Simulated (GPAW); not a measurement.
FeO (Wuestite):

```
Fe O
1.0
     0.00000    2.15540    2.15540
     2.15540    0.00000    2.15540
     2.15540    2.15540    0.00000
Fe O
1 1
Direct
  0.00000 0.00000 0.00000
  0.50000 0.50000 0.50000
```

Base run:

| Quantity | Value |
| --- | --- |
| Program | GPAW 26.7.0 |
| Functional | PBEsol |
| Potentials or basis | PAW data sets generated in the run's folder for this functional |
| Cutoff | 800 eV |
| Basis | pw |
| k mesh | 11 × 11 × 11 |
| Occupations | fermi-dirac, width 0.05 eV |
| Spin | collinear spin, ferromagnetic start |
| Starting moments | [3.0, 0.0] μB |
| Hubbard terms | Fe d U = 1 eV |

Its results: pressure -6.7 GPa; net moment 4.00 μB per cell; site moments Fe +3.59; O +0.22 μB.

Question: The run is repeated on the same cell with these changes: hubbard terms from Fe d U = 1 eV to Fe d U = 4 eV. What comes out?

Answer: Pressure -5.3 GPa; net moment 4.02 μB per cell; site moments Fe +3.72; O +0.17 μB.

Caveats: a cell with one magnetic atom can't hold antiferromagnetic order, which such compounds often take.

Not every run made on this cell is shown here.
